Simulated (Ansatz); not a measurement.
**Ag: clamped-ion strain scan**

The calculation used DFT PBE, scalar-relativistic, plane waves, PAW in Ansatz. The runs took a 420 eV cutoff, a Γ-centred 20×20×20 mesh and Gaussian smearing (0.15 eV). No spin polarisation. Energies are free energies at this smearing, counted from the undisturbed cell; pressure is positive in compression.

Zero of the scan (as given, not relaxed at this level; it stands at -0.7 GPa; this bcc form isn't the usual structure):

```
Ag
1.0
    -1.65565    1.65565    1.65565
     1.65565   -1.65565    1.65565
     1.65565    1.65565   -1.65565
Ag
1
Cartesian
  0.0000 0.0000 0.0000
```

The cell is strained by ε times the Voigt pattern (0, 0, 0, 1, 0, 0) (xx, yy, zz, yz, xz, xy; engineering shear) with fractional coordinates fixed. The cell is metallic on the mesh throughout.

| ε | ΔE (meV/atom) |
| --- | --- |
| -0.1500 | 62.4 |
| -0.0750 | 13.4 |
| 0.0000 | 0.0 |
| 0.0187 | 0.7 |
| 0.0375 | 3.1 |
| 0.0562 | 7.2 |
| 0.0937 | 21.9 |
| 0.1125 | 32.8 |
| 0.1312 | 46.2 |

Problem. Predict the pressure (GPa) at each point.

Solution.
```csv
ε,pressure (GPa)
-0.1500,1.8
-0.0750,-0.2
0.0000,-0.7
0.0187,-0.7
0.0375,-0.6
0.0562,-0.4
0.0937,0.2
0.1125,0.6
0.1312,1.1
```